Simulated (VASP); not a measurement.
# In: electric field gradients with PBEsol

In:

```
CELL_PARAMETERS angstrom
-1.62547 1.62547 2.47370
1.62547 -1.62547 2.47370
1.62547 1.62547 -2.47370
ATOMIC_POSITIONS crystal
In 0.00000 0.00000 0.00000
```

```
Program                : VASP 6.6.1
Task                   : electric field gradients
Functional             : PBEsol
Potentials or basis    : VASP PAW PBE potentials, release 64 (In_d)
Cutoff                 : 600 eV
k mesh                 : 14 × 14 × 14
Occupations            : fermi-dirac, width 0.05 eV
Spin                   : no spin polarisation
Further INCAR settings : ALGO = Fast; EDIFF = 1e-07
```

```yaml
Pressure: -1.1 GPa
Band_gap_on_the_k_mesh: none (metal or under the smearing width)
```

Stress tensor (GPa, compression positive):
```
-1.17  0.00  0.00
 0.00 -1.17  0.00
 0.00  0.00 -0.84
```

Levels at points of the mesh, in eV from the Fermi level:
```csv
k point,band 3,band 4,band 5,band 6,band 7,band 8,band 9,band 10
"(0.00, 0.00, 0.00)",-14.54,-14.46,-14.35,-9.60,10.49,10.49,10.66,11.56
"(0.50, 0.00, 0.00)",-14.52,-14.26,-14.22,-4.35,-3.42,7.49,9.11,11.08
"(0.50, 0.50, 0.00)",-14.26,-14.24,-14.15,-2.00,-1.70,3.48,3.91,6.98
"(0.50, 0.50, 0.50)",-14.25,-14.22,-14.22,-2.98,-2.72,4.68,4.68,8.17
```

Electric field gradients, principal values (V/Å²):
| atom | Vxx | Vyy | Vzz |
| --- | --- | --- | --- |
| 1 In | -10.716 | -10.716 | 21.431 |

Run time: 42 s on 1 thread of Intel(R) Xeon(R) 6975P-C (Granite Rapids) (shared host), peak memory 0.21 GiB.

Caveat: the PAW data sets were made with another functional, which shifts forces and pressure a little.
